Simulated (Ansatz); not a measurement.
**An elastic constant from a strain scan in SiC**

All numbers below come from DFT PBE, scalar-relativistic, plane waves, PAW (Ansatz). Settings: plane waves to 420 eV, k-mesh 12×12×6 (Γ-centred), Gaussian smearing 0.05 eV. No spin polarisation. Energies are free energies at this smearing, counted from the undisturbed cell; pressure is positive in compression.

Reference structure (relaxed at this level):

```
CELL_PARAMETERS angstrom
3.09199 0.00000 0.00000
-1.54599 2.67774 0.00000
0.00000 0.00000 5.07376
ATOMIC_POSITIONS crystal
Si 0.33333 0.66667 0.00456
Si 0.66667 0.33333 0.50456
C 0.33333 0.66667 0.38044
C 0.66667 0.33333 0.88044
```

The cell is strained by ε times the Voigt pattern (1, 1, 0, 0, 0, 0) (xx, yy, zz, yz, xz, xy; engineering shear) with fractional coordinates fixed. The cell holds 4 atoms in V0 = 42.01 Å³. The stress column is τ = (1/V0) dE/dε, got from the stress tensor σ (compression positive) at each point as −det(1 + εP) σ : P(1 + εP)⁻¹, with P the pattern as a tensor.

| ε | ΔE (meV/atom) | τ (GPa) |
| --- | --- | --- |
| -0.0600 | 170.848 | -94.181 |
| -0.0450 | 92.157 | -66.400 |
| -0.0300 | 39.299 | -41.617 |
| -0.0150 | 9.419 | -19.567 |
| 0.0000 | 0.000 | -0.002 |
| 0.0150 | 8.679 | 17.297 |
| 0.0300 | 33.328 | 32.531 |
| 0.0450 | 72.020 | 45.882 |
| 0.0525 | 96.078 | 51.905 |
| 0.0600 | ? | ? |

**Question.** Which combination of elastic constants does this scan measure, and how large is it?

**Answer.** For small ε, τ = τ0 + Kε with K = pᵀCp, which for this pattern is C11 + C22 + 2 C12 in the Cartesian frame shown. The parabola through τ at ε = -0.0150, 0 and 0.0150 has slope K = 1229 GPa at zero. The energies per cell, E = NΔE, of the same two points give K = 2[E(ε₊)/ε₊ − E(ε₋)/ε₋]/[(ε₊ − ε₋)V0] = 1227 GPa, in agreement. These are clamped-ion values.

**Question.** Predict the withheld row at ε = 0.0600 from the harmonic law, and compare.

**Answer.** ΔE = V0(τ0 ε + Kε²/2)/N = 144.977 meV/atom and τ = 73.73 GPa. The calculation gives 122.987 meV/atom and 57.52 GPa: the energy lies 15 % below the harmonic value, as bonds soften when stretched.

Forces appear on the atoms along this scan, and letting them relax would lower the energy and soften the response.

Cost: 10 runs of about 0.73 core-minutes in all, on Intel Xeon Platinum 8259CL (Skylake/Cascade Lake) (shared hosts).